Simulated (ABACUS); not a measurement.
# MgS (Niningerite) in ABACUS: tuning mixing ndim

Input of the first run (mixing ndim 2); the others differ in this setting and in those tied to it:

Contents of INPUT:

```
INPUT_PARAMETERS
suffix              MgS
calculation         scf
basis_type          lcao
pseudo_dir          ./
orbital_dir         ./
symmetry            1
dft_functional      pbesol
ecutwfc             100
pseudo_rcut         7
nspin               1
nbands              12
ks_solver           scalapack_gvx
smearing_method     mp
smearing_sigma      0.00734986
scf_thr             1e-07
scf_nmax            60
mixing_type         broyden
mixing_beta         0.7
cal_force           1
cal_stress          1
out_mul             1
mixing_ndim         2
```

File STRU:

```
ATOMIC_SPECIES
S 32.0600 16_S_6_1.8_1.9_pbe_n_v1.0.upf
Mg 24.3050 12_Mg_10_1.9_2.0_pbe_v1.0.upf

NUMERICAL_ORBITAL
S_confined-atom_7au_2s2p1d.orb
Mg_confined-atom_8au_3s2p1d.orb

LATTICE_CONSTANT
1.8897261246

LATTICE_VECTORS
0.0000000000 2.6016500000 2.6016500000
2.6016500000 0.0000000000 2.6016500000
2.6016500000 2.6016500000 0.0000000000

ATOMIC_POSITIONS
Direct

S
0.0
1
0.4587610000 0.5258960000 0.5181830000 1 1 1

Mg
0.0
1
-0.0169430000 0.0228170000 -0.0126300000 1 1 1
```

File KPT:

```
K_POINTS
0
Gamma
7 7 7 0 0 0
```

Potentials or basis: SPMS ONCV 1.0 PBE, DZP LCAO (the cutoffs set its grid).

Command:

```bash
$ OMP_NUM_THREADS=1 mpirun -np 4 abacus > log
```

The cell isn't the ideal one: atoms moved at random.

Hardware: 4 MPI ranks on Intel(R) Xeon(R) 6975P-C (Granite Rapids), on a shared host.

```
mixing ndim  energy less the last converged row (meV/atom)  SCF cycles  wall time (s)
          2                                           0.00          10             10
          4                                           0.00           9            9.4
          8                                           0.00           9            7.4
         12                                           0.00           9            7.8
         20                                           0.00           9            8.6
```

Fastest here: 8 (7.4 s), level within noise with 12, 20; slowest of those that converged: 2 (10 s). These are single runs, one after another on one machine, so differences under about a fifth mean little.

Caveat: the atomic orbitals were generated for these runs and aren't a published set.
